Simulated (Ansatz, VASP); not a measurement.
## Two plane-wave programs on CoO

Contents of INCAR:

```
PREC = Accurate
ENCUT = 520
EDIFF = 1E-7
ISMEAR = -1
SIGMA = 0.05
LREAL = F
LASPH = T
NELM = 150
ALGO = Normal
ISIF = 2
LWAVE = F
LCHARG = F
ISPIN = 2
MAGMOM = 2 0
LORBIT = 11
LMAXMIX = 4
GGA = PE
NBANDS = 18
```

Contents of KPOINTS:

```
regular mesh
0
Gamma
  11 11 11
```

File POSCAR:

```
CoO
1.0
    0.0000000000      2.1315000000      2.1315000000
    2.1315000000      0.0000000000      2.1315000000
    2.1315000000      2.1315000000      0.0000000000
Co O
1 1
Direct
   -0.0073950000      0.0082970000      0.0150690000
    0.4971250000      0.5171570000      0.4953140000
```

input.yaml

```yaml
crystal:
  lattice:
    - [0.0, 2.1315, 2.1315]
    - [2.1315, 0.0, 2.1315]
    - [2.1315, 2.1315, 0.0]
  atoms:
    - { symbol: Co, position: [-0.007395, 0.008297, 0.015069], spin: 2.0 }
    - { symbol: O, position: [0.497125, 0.517157, 0.495314] }
hamiltonian:
  xc: pbe
  pseudopotentials: { kind: paw }
magnetization:
  spin_polarized: true
kpoints:
  mp_grid: { grid: [11, 11, 11] }
scf:
  occupations: { method: fermi_dirac, width: 0.05 }
output:
  forces: true
  stress: true
  eigenvalues: true
```

Change from the starting cell: atoms moved at random, drawn with an rms of 0.05 Å.

Alike in both runs: task single point; functional PBE; k mesh 11 × 11 × 11; occupations fermi-dirac, width 0.05 eV; collinear spin, ferromagnetic start.

```csv
,VASP,Ansatz
version,VASP 6.6.1,Ansatz 0.2.0
potentials or method,"VASP PAW PBE potentials, release 64 (Co, O)",Ansatz PAW
plane-wave cutoff (eV),520,420
valence electrons in the cell,15,23
```

```csv
,VASP,Ansatz,Ansatz less VASP
gap on the k mesh at the Fermi level (eV),none,none,-
pressure (GPa),-2.2,-1.7,+0.54
largest component of the traceless stress (GPa),0.09,0.09,+0.004
rms of the force components (eV/Å),0.032,0.031,-0.0012
net moment per atom (μB),1.45,1.47,+0.015
size of the moment on the site where the two differ most (μB),2.56,2.48,-0.072
```

Site moments also hang on the region over which each program counts them. Atom by atom the forces differ by 0.001 eV/Å (rms over components). A gap of «none» marks a metal or a gap that the smearing closes. The two sets of potentials don't hold the same shells in valence.

Caveats: a cell with one magnetic atom can't hold antiferromagnetic order, which such compounds often take; semilocal functionals often make such compounds metallic where correlation or magnetic order opens a gap, which also shifts bond lengths; the pressure holds a Pulay correction of +0.7 GPa for the finite cutoff (Ansatz).
